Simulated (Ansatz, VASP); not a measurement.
# Two plane-wave programs on TaN

Contents of POSCAR:

```
TaN
1.0
    2.9217699809      0.0000000000      0.0000000000
   -1.4608849905      2.5303270275      0.0000000000
    0.0000000000      0.0000000000      5.9165150000
Ta N
2 2
Direct
    0.0000000000      0.0000000000      0.5000000000
    0.0000000000      0.0000000000      0.0000000000
    0.3333333333      0.6666666667      0.2500000000
    0.6666666667      0.3333333333      0.7500000000
```

The input INCAR.step1:

```
PREC = Accurate
ENCUT = 520
EDIFF = 1E-5
ISMEAR = -1
SIGMA = 0.05
LREAL = False
LASPH = True
NELM = 100
ALGO = Normal
ISIF = 2
LWAVE = True
LCHARG = False
LMAXMIX = 4
GGA = PE
```

The input INCAR.step2:

```
PREC = Accurate
ENCUT = 520
EDIFF = 1E-6
ISMEAR = -1
SIGMA = 0.05
LREAL = False
LASPH = True
NELM = 100
ALGO = Normal
ISIF = 2
LWAVE = False
LCHARG = False
LMAXMIX = 4
GGA = PS
LHFCALC = True
AEXX = 0.25
PRECFOCK = Fast
HFRCUT = -1
ISTART = 1
```

File KPOINTS:

```
regular mesh
0
Gamma
  5 5 3
```

File KPOINTS_OPT:

```
path GMKGALHA,LM,KH
8
line-mode
reciprocal
 0.0000000000  0.0000000000  0.0000000000  G
 0.5000000000  0.0000000000  0.0000000000  M

 0.5000000000  0.0000000000  0.0000000000  M
 0.3333333333  0.3333333333  0.0000000000  K

 0.3333333333  0.3333333333  0.0000000000  K
 0.0000000000  0.0000000000  0.0000000000  G

 0.0000000000  0.0000000000  0.0000000000  G
 0.0000000000  0.0000000000  0.5000000000  A

 0.0000000000  0.0000000000  0.5000000000  A
 0.5000000000  0.0000000000  0.5000000000  L

 0.5000000000  0.0000000000  0.5000000000  L
 0.3333333333  0.3333333333  0.5000000000  H

 0.3333333333  0.3333333333  0.5000000000  H
 0.0000000000  0.0000000000  0.5000000000  A

 0.5000000000  0.0000000000  0.5000000000  L
 0.5000000000  0.0000000000  0.0000000000  M

 0.3333333333  0.3333333333  0.0000000000  K
 0.3333333333  0.3333333333  0.5000000000  H
```

input.yaml

```yaml
crystal:
  lattice:
    - [2.9217699809, 0.0, 0.0]
    - [-1.4608849905, 2.5303270275, 0.0]
    - [0.0, 0.0, 5.916515]
  atoms:
    - { symbol: Ta, position: [0.0, 0.0, 0.5] }
    - { symbol: Ta, position: [0.0, 0.0, 0.0] }
    - { symbol: "N", position: [0.3333333333, 0.6666666667, 0.25] }
    - { symbol: "N", position: [0.6666666667, 0.3333333333, 0.75] }
hamiltonian:
  xc: { exchange: pbesol, correlation: pbesol, exx: { coeff: 0.25 } }
  pseudopotentials: { kind: paw }
kpoints:
  mp_grid: { grid: [5, 5, 3] }
scf:
  occupations: { method: fermi_dirac, width: 0.05 }
output:
  forces: true
  stress: true
  eigenvalues: true
```

The cell comes from a database or a generator and needn't be the stable form of this composition.

Alike in both runs: functional PBEsol0; k mesh 5 × 5 × 3; occupations fermi-dirac, width 0.05 eV; no spin polarisation.

```csv
,VASP,Ansatz
version,VASP 6.6.1,Ansatz 0.2.0
potentials or method,"VASP PAW PBE potentials, release 64 (Ta_pv, N)",Ansatz PAW
plane-wave cutoff (eV),520,420
valence electrons in the cell,32,36
task,band structure,single point
```

|  | VASP | Ansatz | Ansatz less VASP |
| --- | --- | --- | --- |
| gap on the k mesh at the Fermi level (eV) | none | none | - |
| pressure (GPa) | -16.8 | -15.9 | +0.92 |
| largest component of the traceless stress (GPa) | 4.64 | 4.89 | +0.245 |

A gap of «none» marks a metal or a gap that the smearing closes. The functional is the same, so the differences come from potentials, cutoffs and numerics. The two sets of potentials don't hold the same shells in valence.

Caveats: the k mesh is coarse (spacing up to 0.50 Å⁻¹), so the values aren't converged, least of all with exact exchange; so large a pressure means that the cell lies far from this level's equilibrium, or that cutoff or potentials fall short; the potentials were made for another functional, which shifts forces and pressure (VASP); spin-orbit coupling is left out, which moves the levels of the heavy elements (VASP); the pressure holds a Pulay correction of +0.4 GPa for the finite cutoff (Ansatz); the PAW data sets come from PBE, with cores solved anew for the run's functional, which leaves a small shift of forces and pressure (Ansatz); the thresholds are loose for stress (Ansatz).
